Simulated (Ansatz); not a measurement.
Rocksalt NaI, relaxed with r2SCAN. Space group Fm-3m (No. 225), cubic; a = 6.459 Å in the conventional setting, 33.69 Å³ an atom. Na is surrounded by 6 I at 3.23 Å; I is surrounded by 6 Na at 3.23 Å.

```cif
data_structure
_symmetry_space_group_name_H-M 'P 1'
_symmetry_Int_Tables_number 1
_cell_length_a 4.5675
_cell_length_b 4.5675
_cell_length_c 4.5675
_cell_angle_alpha 60.000
_cell_angle_beta 60.000
_cell_angle_gamma 60.000
_cell_volume 67.38
loop_
_atom_site_label
_atom_site_type_symbol
_atom_site_fract_x
_atom_site_fract_y
_atom_site_fract_z
_atom_site_occupancy
Na1 Na 0.00000 0.00000 0.00000 1
I1 I 0.50000 0.50000 0.50000 1
```

The questions ask for values computed with Ansatz 0.2.0 on this geometry. Calculated for a static, non-magnetic cell.

Given (8×8×8 mesh): PBE gives a direct gap of 3.66 eV at Γ.

Problem. Estimate the gap with PBE+SOC on 8×8×8.

Solution. The PBE+SOC gap is direct at Γ: 3.32 eV. The gap differs by -0.34 eV from PBE's.

Problem. How does the gap change from PBE to r2SCAN (8×8×8)?

Solution. r2SCAN gives a direct gap of 4.45 eV at Γ. The gap differs by +0.79 eV from PBE's.

Problem. What does HSE06 give for the gap (6×6×6 mesh)?

Solution. HSE06 gives a direct gap of 4.69 eV at Γ. The gap differs by +1.03 eV from PBE's.

Problem. What does G0W0@PBE with 201 empty bands, a screening cutoff of 120 eV and a 4×4×4 mesh give?

Solution. 5.61 eV (PBE's gap over the path plus the quasiparticle shift read on the mesh). G0W0 moves the gap on the mesh from 3.66 eV (PBE) to 5.61 eV (direct at Γ). Renormalisation factors Z lie between 0.78 and 0.83. G0W0 here is at a finite number of bands, screening cutoff and k mesh, not at the basis limit.

Problem. Roughly how does the cost of the PBE+SOC run (8×8×8) compare with r2SCAN's (8×8×8)?

Solution. About 2.4 times as much (17 core-seconds against 7 core-seconds, on 2 threads of Arm Neoverse V1, on a shared host).

Problem. What are ε∞ and the Born charges with r2SCAN?

Solution. The clamped-ion dielectric constant comes out as 3.16 in all directions. Born charges, averaged over directions: Na +1.17, I -1.17 e.

Only the levels marked +SOC include spin-orbit coupling.
